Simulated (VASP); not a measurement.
# C3H4 in VASP: notebook

One molecule, C3H4, is run at these levels: PBE+D4, PBE+D3(BJ), HSE06+D3(BJ); tasks: single point.

All numbers are computed with VASP 6.6.1; they aren't measurements. Logs are shortened: lines on timing, memory, paths and dates and some standing lists are left out, and cuts for length are marked.

## Step 1: The structure

The cell holds a molecule in a box, 7 atoms: a = 14.193 Å, b = 14.693 Å, c = 15.193 Å, α = 90.00°, β = 90.00°, γ = 90.00°.

## Step 2: Single point, PBE+D4

The input, INCAR:

```
PREC = Accurate ; ENCUT = 400
EDIFF = 1E-6 ; ISMEAR = 0
SIGMA = 0.01 ; LREAL = False
LASPH = True ; NELM = 100
ALGO = Normal ; ISIF = 2
LWAVE = False ; LCHARG = False
GGA = PE ; IVDW = 13
NBANDS = 17 ; ISYM = 0
```

The input, KPOINTS:

```
regular mesh
0
Gamma
  1 1 1
```

The input, POSCAR:

```
H4C3                                    
1.0
   14.1932882215      0.0000000000      0.0000000000
    0.0000000000     14.6932882215      0.0000000000
    0.0000000000      0.0000000000     15.1932882215
  C               H             
     3     4
Selective dynamics
Direct
     0.4283722568000030    0.5003021098000033    0.5888092642999965   F   F   F
     0.4797024680509985    0.5024928116834171    0.5251943961518177   T   T   T
     0.5412551166375914    0.5051765132198800    0.4488610420483469   T   T   T
     0.3830355647904786    0.4983833092839396    0.6450084992641895   T   T   T
     0.5417121895066972    0.5733550684305678    0.4188136608371473   T   T   T
     0.5181423883288152    0.4563259683520507    0.3983415548913434   T   T   T
     0.6142235348573188    0.4880677899752340    0.4670002067671631   T   T   T
```

Potentials or basis: VASP PAW PBE potentials, release 64 (C, H).

Started as:

```
$ cat potpaw_PBE.64/C/POTCAR potpaw_PBE.64/H/POTCAR > POTCAR
$ mpirun -np 4 vasp_gam > vasp.out
```

OUTCAR:

```text
PREC = Accurate
   ENCUT = 400
   EDIFF = 1E-6
   ISMEAR = 0
   LREAL = False
   LASPH = True
   NELM = 100
   ISIF = 2
   GGA = PE
   IVDW = 13
   ISYM = 0

 ion  position               nearest neighbor table
   1  0.428  0.500  0.589-   4 1.07   2 1.21
   2  0.480  0.502  0.525-   1 1.21   3 1.45
   3  0.541  0.505  0.449-   7 1.10   6 1.10   5 1.10   2 1.45
   4  0.383  0.498  0.645-   1 1.07
   5  0.542  0.573  0.419-   3 1.10
   6  0.518  0.456  0.398-   3 1.10
   7  0.614  0.488  0.467-   3 1.10

IMPORTANT INFORMATION: All symmetrisations will be switched off!
NOSYMM: (Re-)initialisation of all symmetry stuff for point group C_1.

----------------------------------------------------------------------------------------

                                     Primitive cell

  volume of cell :    3168.5006

  direct lattice vectors                    reciprocal lattice vectors
    14.193288221  0.000000000  0.000000000     0.070455837  0.000000000  0.000000000
     0.000000000 14.693288221  0.000000000     0.000000000  0.068058285  0.000000000
     0.000000000  0.000000000 15.193288221     0.000000000  0.000000000  0.065818537

  length of vectors
    14.193288221 14.693288221 15.193288221     0.070455837  0.068058285  0.065818537

  position of ions in fractional coordinates (direct lattice)
     0.428372257  0.500302110  0.588809264
     0.479702468  0.502492812  0.525194396
     0.541255117  0.505176513  0.448861042
     0.383035565  0.498383309  0.645008499
     0.541712190  0.573355068  0.418813661
     0.518142388  0.456325968  0.398341555
     0.614223535  0.488067790  0.467000207

  ion indices of the primitive-cell ions
   primitive index   ion index
                 1           1
                 2           2
                 3           3
                 4           4
                 5           5
                 6           6
                 7           7

----------------------------------------------------------------------------------------

 KPOINTS: regular mesh

Automatic generation of k-mesh.
 Grid dimensions read from file:
 generate k-points for:    1    1    1

 Generating k-lattice:

  Cartesian coordinates                     Fractional coordinates (reciprocal lattice)
     0.070455837  0.000000000  0.000000000     1.000000000  0.000000000  0.000000000
     0.000000000  0.068058285  0.000000000     0.000000000  1.000000000  0.000000000
     0.000000000  0.000000000  0.065818537     0.000000000  0.000000000  1.000000000

  Length of vectors
     0.070455837  0.068058285  0.065818537

  Shift w.r.t. Gamma in fractional coordinates (k-lattice)
     0.000000000  0.000000000  0.000000000

 Subroutine IBZKPT returns following result:
 ===========================================

 Found      1 irreducible k-points:

 Following reciprocal coordinates:
            Coordinates               Weight
  0.000000  0.000000  0.000000      1.000000
   k-points           NKPTS =      1   k-points in BZ     NKDIM =      1   number of bands    NBANDS=     20
   number of dos      NEDOS =    301   number of ions     NIONS =      7
   total plane-waves  NPLWV = 921600
   dimension x,y,z NGX =    96 NGY =   96 NGZ =  100
   dimension x,y,z NGXF=   192 NGYF=  192 NGZF=  200
   ions per type =               3   4
   NGX,Y,Z   is equivalent  to a cutoff of  11.24, 10.86, 10.94 a.u.
   NGXF,Y,Z  is equivalent  to a cutoff of  22.49, 21.72, 21.88 a.u.
 SYSTEM =  unknown system
   PREC   = accura    normal or accurate (medium, high low for compatibility)
   ISTART =      0    job   : 0-new  1-cont  2-samecut
   ICHARG =      2    charge: 1-file 2-atom 10-const
   ISPIN  =      1    spin polarized calculation?
   LNONCOLLINEAR =      F non collinear calculations
   LSORBIT =      F    spin-orbit coupling
   LASPH  =      T    aspherical Exc in radial PAW
   ENCUT  =  400.0 eV  29.40 Ry    5.42 a.u.  23.15 23.96 24.78*2*pi/ulx,y,z
   NELM   =    100;   NELMIN=  2; NELMDL= -5     # of ELM steps
   EDIFF  = 0.1E-05   stopping-criterion for ELM
   LREAL  =      F    real-space projection
   EDIFFG = 0.1E-04   stopping-criterion for IOM
   NSW    =      0    number of steps for IOM
   IBRION =     -1    ionic relax: 0-MD 1-quasi-New 2-CG
   NFREE  =      0    steps in history (QN), initial steepest desc. (CG)
   ISIF   =      2    stress and relaxation
   ISYM   =      0    0-nonsym 1-usesym 2-fastsym
   POTIM  = 0.5000    time-step for ionic-motion
   TEBEG  =    0.0;   TEEND  =   0.0 temperature during run
   PSTRESS=    0.0 pullay stress
   NELECT =      16.0000    total number of electrons
   NUPDOWN=      -1.0000    fix difference up-down
   EMIN   =  10.00;   EMAX   =-10.00  energy-range for DOS
   EFERMI =   0.00;   METHOD = LEGACY
   ISMEAR =     0;   SIGMA  =   0.01  broadening in eV -4-tet -1-fermi 0-gaus
   EFERMI_NEDOS =   21; number of points for ismear=-14 and -15
   IALGO  =     38    algorithm
   IMIX   =      4    mixing-type and parameters
     AMIX     =   0.40;   BMIX     =  1.00
     AMIX_MAG =   1.60;   BMIX_MAG =  1.00
  volume/ion in A,a.u.               =     452.64      3054.59
  Fermi-wavevector in a.u.,A,eV,Ry     =   0.280865  0.530757  1.073294  0.078885
  Thomas-Fermi vector in A             =   1.130062
   LORBIT       =      0    0 simple, 1 ext, 2 COOP (PROOUT), +10 PAW based schemes
   GGA     = PE    functional components
   LHFCALC =     F    Hartree Fock is set to
   AEXX    =    0.0000 exact exchange contribution
   IVDW    =    13    specifies the selected vdW correction
   LEPSILON=     F    determine dielectric tensor
   LRPA    =     F    only Hartree local field effects (RPA)
 non-spin polarized calculation
 Gauss-broadening in eV      SIGMA  =   0.01
  energy-cutoff  :      400.00
  volume of cell :     3168.50
 maximum number of plane-waves:     28781
 NGX is ok and might be reduce to    96
   NGX = 47   NGY = 47   NGZ = 49

 number of electron      16.0000004 magnetization

 Free energy of the ion-electron system (eV)
  ---------------------------------------------------
  ext. energy  EPLUGINS =         0.00000000
  ---------------------------------------------------
  free energy    TOTEN  =       -39.82810777 eV

  energy without entropy =      -39.82810777  energy(sigma->0) =      -39.82810777

 E-fermi :  -6.3184     XC(G=0):  -0.3824

 val. band max:       -6.4079875087   @ k =   0.0000   0.0000   0.0000
 cond. band min:      -0.4739115992   @ k =   0.0000   0.0000   0.0000
 fundamental gap:      5.9340759095
 Fermi energy:        -6.3184458368

 k-point     1 :       0.0000    0.0000    0.0000
  band No.  band energies     occupation
      1     -19.2538      2.00000
      2     -17.1914      2.00000
      3     -12.8519      2.00000
      4     -11.0460      2.00000
      5     -10.4856      2.00000
      6     -10.4852      2.00000
[... 12 lines left out ...]
     19       1.0539      0.00000
     20       1.0662      0.00000

------------------------ aborting loop because EDIFF is reached ----------------------------------------

  DFT-D4 for vdW energy calculation

  Edisp (eV):   -0.08064

  FORCE on cell =-STRESS in cart. coord.  units (eV):
  Direction    XX          YY          ZZ          XY          YZ          ZX
  --------------------------------------------------------------------------------------
  -------------------------------------------------------------------------------------
  Total      -0.65724    -0.70298    -0.62752     0.00241    -0.00327    -0.05304
  in kB      -0.33234    -0.35547    -0.31731     0.00122    -0.00165    -0.02682
  external pressure =       -0.34 kB  Pullay stress =        0.00 kB

 VOLUME and BASIS-vectors are now :
 -----------------------------------------------------------------------------
  energy-cutoff  :      400.00
  volume of cell :     3168.50
      direct lattice vectors                 reciprocal lattice vectors
    14.193288221  0.000000000  0.000000000     0.070455837  0.000000000  0.000000000
     0.000000000 14.693288221  0.000000000     0.000000000  0.068058285  0.000000000
     0.000000000  0.000000000 15.193288221     0.000000000  0.000000000  0.065818537

 POSITION                                       TOTAL-FORCE (eV/Angst)
 -----------------------------------------------------------------------------------
      6.08001      7.35108      8.94595         0.010409      0.000248     -0.014234
      6.80856      7.38327      7.97943        -0.003286      0.000414      0.003834
      7.68219      7.42270      6.81968        -0.001341      0.001431     -0.003631
      5.43653      7.32289      9.79980        -0.005153     -0.000931      0.007142
      7.68868      8.42447      6.36316         0.000317     -0.003649      0.001946
      7.35414      6.70493      6.05212         0.000460      0.002370      0.003878
      8.71785      7.17132      7.09527        -0.001406      0.000117      0.001066
 -----------------------------------------------------------------------------------
    total drift:                               -0.000225     -0.000327      0.000225

  FREE ENERGIE OF THE ION-ELECTRON SYSTEM (eV)
  ---------------------------------------------------
  free  energy   TOTEN  =       -39.9087446338 eV

  energy  without entropy=      -39.9087446338  energy(sigma->0) =      -39.90874463
```

It took 35 s on 4 MPI ranks of AMD EPYC 9R45 (Zen 5), shared host; peak memory 0.54 GiB.

Results:

```yaml
Free_energy: -39.9087 eV
Largest_force: 0.018 eV/Å
Gap_between_the_frontier_levels: 5.93 eV
Dispersion_energy_per_atom: -0.012 eV
```

Forces on the atoms (eV/Å):
```
C    0.010  0.000 -0.014
C   -0.003  0.000  0.004
C   -0.001  0.001 -0.004
H   -0.005 -0.001  0.007
H    0.000 -0.004  0.002
H    0.000  0.002  0.004
H   -0.001  0.000  0.001
```

Caveat: the cutoff is under 1.25 times the usual one of these potentials, so pressure, stress and relaxed cells hold a basis-set (Pulay) error; the standard files for N, O and F lose accuracy on very short bonds. As with any semilocal functional, this PBE gap is likely too small.

## Step 3: Single point, PBE+D3(BJ)

The input, INCAR:

```
PREC = Accurate ; ENCUT = 520
EDIFF = 1E-6 ; ISMEAR = 0
SIGMA = 0.01 ; LREAL = False
LASPH = True ; NELM = 100
ALGO = Normal ; ISIF = 2
LWAVE = False ; LCHARG = False
GGA = PE ; IVDW = 12
NBANDS = 17 ; ISYM = 0
```

KPOINTS is that of step 2.

POSCAR is that of step 2.

Potentials or basis: VASP PAW PBE potentials, release 64 (C, H).

Started as:

```
$ cat potpaw_PBE.64/C/POTCAR potpaw_PBE.64/H/POTCAR > POTCAR
$ mpirun -np 4 vasp_gam > vasp.out
```

Run time: 50 s. Hardware: 4 MPI ranks of AMD EPYC 9R45 (Zen 5), shared host; peak memory 0.77 GiB.

The run converged. Its results:

```yaml
Free_energy: -39.9175 eV
Largest_force: 0.050 eV/Å
Gap_between_the_frontier_levels: 5.94 eV
Dispersion_energy_per_atom: -0.013 eV
```

Forces on the atoms (eV/Å):
```
C   -0.004  0.000  0.006
C   -0.015  0.000  0.019
C    0.028  0.003 -0.042
H    0.012  0.000 -0.016
H    0.000 -0.033  0.015
H    0.010  0.023  0.026
H   -0.031  0.008 -0.008
```

Levels at points of the mesh, in eV from the valence-band top:
```tsv
k point	band 5	band 6	band 7	band 8	band 9	band 10	band 11	band 12
(0.00, 0.00, 0.00)	-4.08	-4.08	0.00	0.00	5.94	6.41	6.43	6.59
```

Caveat: the standard files for N, O and F lose accuracy on very short bonds.

## Step 4: Single point, PBE+D3(BJ)

INCAR, as its differences from that of step 3:

```diff
@@ -1,2 +1,2 @@
-PREC = Accurate ; ENCUT = 520
+PREC = Accurate ; ENCUT = 250
 EDIFF = 1E-6 ; ISMEAR = 0
```

KPOINTS is that of step 3.

POSCAR is that of step 3.

Started as:

```
$ cat potpaw_PBE.64/C/POTCAR potpaw_PBE.64/H/POTCAR > POTCAR
$ mpirun -np 4 vasp_gam > vasp.out
```

It took 16 s on 4 MPI ranks of AMD EPYC 9R45 (Zen 5), shared host; peak memory 0.32 GiB.

The run converged, but a check on its numbers failed (symmetry, net force, bounds or a known fault of this set-up), so they aren't taken as properties of the molecule.

Caveat: the cutoff lies under the usual one of these potentials, so the numbers hold a large basis-set error; the standard files for N, O and F lose accuracy on very short bonds.

(Part 1 of 2 ends here.)
